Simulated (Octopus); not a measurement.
# SrO (P6_3/mmc) in Octopus: reference runs

Aim: a first look at SrO with PBEsol, on the cell as given.

Program: Octopus 16.4. These are calculated values, not measurements. Logs are shortened: lines on timing, memory, paths and dates and some standing lists are left out, and cuts for length are marked.

## 1. The structure

It takes space group P6_3/mmc (No. 194, hexagonal). The conventional cell has a = 3.553 Å, b = 3.553 Å, c = 6.217 Å, α = 90.00°, β = 90.00°, γ = 120.00°. Around Sr (site symmetry -6m2) lie 6 O at 2.57 Å. O (site symmetry -3m) has 6 Sr at 2.57 Å as nearest neighbours.

Measurements of this composition are mostly on another form, of space group No. 225.

## 2. Single point, PBEsol

inp reads:

```
CalculationMode = gs
UnitsOutput = eV_Angstrom
PeriodicDimensions = 3
ExperimentalFeatures = yes
PseudopotentialSet = pseudodojo_pbesol
%LatticeParameters
 1*angstrom | 1*angstrom | 1*angstrom
%
%LatticeVectors
 3.5532880902 | 0 | 0
 -1.7766440451 | 3.0772377531 | 0
 0 | 0 | 6.21730398
%
%ReducedCoordinates
 "Sr" | 0.6666666667 | 0.3333333333 | 0.75
 "Sr" | 0.3333333333 | 0.6666666667 | 0.25
 "O" | 0 | 0 | 0.5
 "O" | 0 | 0 | 0
%
%Spacing
 0.12252718*angstrom | 0.12252718*angstrom | 0.12434608*angstrom
%
DerivativesOrder = 8
%KPointsGrid
 9 | 9 | 5
%
KPointsUseSymmetries = yes
XCFunctional = gga_x_pbe_sol + gga_c_pbe_sol
SmearingFunction = fermi_dirac
Smearing = 0.05*eV
ExtraStates = 8
Eigensolver = chebyshev_filter
ConvRelDens = 3e-7
MaximumIter = 120
```

Potentials or basis: pseudodojo_pbesol (PseudoDojo 0.4, PBEsol).

Started as:

```bash
OMP_NUM_THREADS=1 octopus > out.log
```

out.log:

```text
Running octopus

[... 13 lines left out ...]

Input: [AllElectronType = no]
Input: [PseudopotentialSet = pseudodojo_pbesol]
Reading Coordinates from ReducedCoordinates block

****************************** Species *******************************
  Species 'Sr'
    type             : pseudopotential
    file             : 'Sr.upf'
    file format      : UPF2
    valence charge   : 10.0
    atomic number    :  38
    form on file     : kleinman-bylander
    lmax             : 2
    llocal           : -1
    projectors per l : 2
    total projectors : 6
    application form : kleinman-bylander
    orbitals         :  5
    bound orbitals   :  5

  Species 'O'
    type             : pseudopotential
    file             : 'O.upf'
    file format      : UPF2
    valence charge   : 6.0
    atomic number    :   8
    form on file     : kleinman-bylander
    lmax             : 2
    llocal           : -1
    projectors per l : 2
    total projectors : 6
    application form : kleinman-bylander
    orbitals         :  4
    bound orbitals   :  4

**********************************************************************

***************************** Symmetries *****************************
Space group No.  194
International: P6_3/mmc
Schoenflies: D6h^4
Info: The system has    12 symmorphic symmetries that can be used.
  Index                Rotation matrix                      Fractional translations
    1 :     1   0   0     0   1   0     0   0   1      0.000000    0.000000    0.000000
    2 :    -1   0   0     0  -1   0     0   0  -1      0.000000    0.000000    0.000000
    3 :     0   1   0    -1  -1   0     0   0   1      0.000000    0.000000    0.000000
    4 :     0  -1   0     1   1   0     0   0  -1      0.000000    0.000000    0.000000
    5 :    -1  -1   0     1   0   0     0   0   1      0.000000    0.000000    0.000000
    6 :     1   1   0    -1   0   0     0   0  -1      0.000000    0.000000    0.000000
    7 :    -1  -1   0     0   1   0     0   0  -1      0.000000    0.000000    0.000000
    8 :     1   1   0     0  -1   0     0   0   1      0.000000    0.000000    0.000000
[... 273 lines left out ...]
      1       6      -28.264902    2.000000   ( 2.7E-04)
      1       9      -28.250166    2.000000   ( 4.6E-04)
      1       4      -28.242502    2.000000   ( 4.1E-04)
      1      14      -28.233894    2.000000   ( 3.1E-04)
[... 23 lines left out ...]
     24      45       17.111342    0.000000   ( 1.7E-01)
     24      46       17.237432    0.000000   ( 1.8E-01)
     24      42       17.304819    0.000000   ( 2.1E-01)
     24      26       17.401749    0.000000   ( 2.3E-01)
     24      44       17.451254    0.000000   ( 1.9E-01)
     24      31       17.551474    0.000000   ( 1.7E-01)
     24      50       17.670901    0.000000   ( 1.9E-01)
     24      47       18.065070    0.000000   ( 2.0E-01)

Density of states:

---------------------------%------------------------------------------
---------------------------%--------------%---------------------------
---------------------------%--------------%---------------------------
---------------------------%--------------%---------------------------
---------------------------%--------------%---------------------------
---------------------------%--------------%---------------------------
%--------------------------%-------------%%---------------------------
%-------------------------%%-------------%%---------------------------
%------------------%%-----%%-------------%%-----------%----%%%%-------
%------------------%%-----%%-------------%%-----------%%%%%%%%%%%%%%--
                                                ^

Fermi energy =     3.675918 eV

**********************************************************************

*********************** SCF CYCLE ITER #    2 ************************
 etot  = -2.76605265E+03 abs_ev   =  3.60E+01 rel_ev   =  1.37E-01
 ediff =        4.40E+00 abs_dens =  2.69E+00 rel_dens =  8.41E-02
Matrix vector products: 1250
Converged eigenvectors: 0
[... 199 lines left out ...]
*********************** SCF CYCLE ITER #   19 ************************
 etot  = -2.76486901E+03 abs_ev   =  1.31E-04 rel_ev   =  4.96E-07
 ediff =        1.33E-05 abs_dens =  8.90E-06 rel_dens =  2.78E-07
Matrix vector products: 1250
Converged eigenvectors: 33

#  State  KPoint  Eigenvalue [eV]  Occupation    Error
      1       1      -29.031507    2.000000   ( 2.2E-08)
      1       3      -29.021149    2.000000   ( 5.1E-08)
      1       2      -29.015137    2.000000   ( 5.0E-08)
      1       6      -29.005361    2.000000   ( 5.1E-08)
      1       5      -29.005361    2.000000   ( 5.1E-08)
      1       9      -28.993866    2.000000   ( 5.1E-08)
      1       4      -28.985646    2.000000   ( 5.1E-08)
      1      14      -28.979619    2.000000   ( 5.1E-08)
[... 23 lines left out ...]
     24      47       13.561641    0.000000   ( 3.5E-02)
     24      50       13.569613    0.000000   ( 2.0E-02)
     24      24       13.602104    0.000000   ( 2.5E-02)
     24      30       13.652028    0.000000   ( 1.9E-02)
     24      39       13.686479    0.000000   ( 2.2E-02)
     24      25       13.711216    0.000000   ( 2.1E-02)
     24      45       13.905523    0.000000   ( 3.3E-02)
     24      38       14.163934    0.000000   ( 2.2E-02)

Density of states:

-----------------------------%----------------------------------------
-----------------------------%----------------------------------------
-----------------------------%----------------------------------------
-----------------------------%---------------------%------------------
%----------------------------%--------------------%%------------------
%----------------------------%--------------------%%------------------
%-------------------------%--%--------------------%%------------------
%-------------------------%--%-%-----------------%%%-----------%%%%%--
%-------------------------%-%%%%-----------------%%%%------%-%%%%%%%--
%-------------------------%%%%%%-----------------%%%%-----%%%%%%%%%%%-
                                                      ^

Fermi energy =     4.862771 eV

**********************************************************************

Info: SCF converged in   19 iterations

** Warning:
**   Some of the states are not fully converged!

Info: Number of matrix-vector products:      23750
Info: Finished writing information to 'restart/gs'.

Octopus emitted 23 warnings.
```

static/info:

```text
**

********************** Brillouin zone sampling ***********************
Dimensions of the k-point grid      =  9  9  5
Total number of k-points            = 405
Number of symmetry-reduced k-points = 50

List of k-points:
[... 1351 lines left out ...]
      rel_evsum =  4.96235862E-07 ( 0.00000000E+00)

Forces on the ions [eV/A]
 Ion                        x              y              z
   1        Sr   4.43076393E-25  -5.31691672E-24   2.83568892E-23
   2        Sr  -4.43076393E-25   5.31691672E-24  -8.50706675E-23
   3         O   0.00000000E+00   0.00000000E+00   2.83568892E-23
   4         O   0.00000000E+00   0.00000000E+00   2.83568892E-23
 ----------------------------------------------------------
 Max abs force   4.43076393E-25   5.31691672E-24   8.50706675E-23
   Total force   0.00000000E+00   0.00000000E+00  -9.44474137E-39
```

Run time: 12 min. Hardware: 1 thread of Intel Xeon 6975P-C (Granite Rapids), shared host; peak memory 2.2 GiB.

What came out:

| Property | Result |
| --- | --- |
| Free energy | -2764.8689 eV |
| Band gap on the k mesh | 2.95 eV, direct |

Caveat: an odd mesh through Γ misses points on the zone boundary, where band edges often lie.
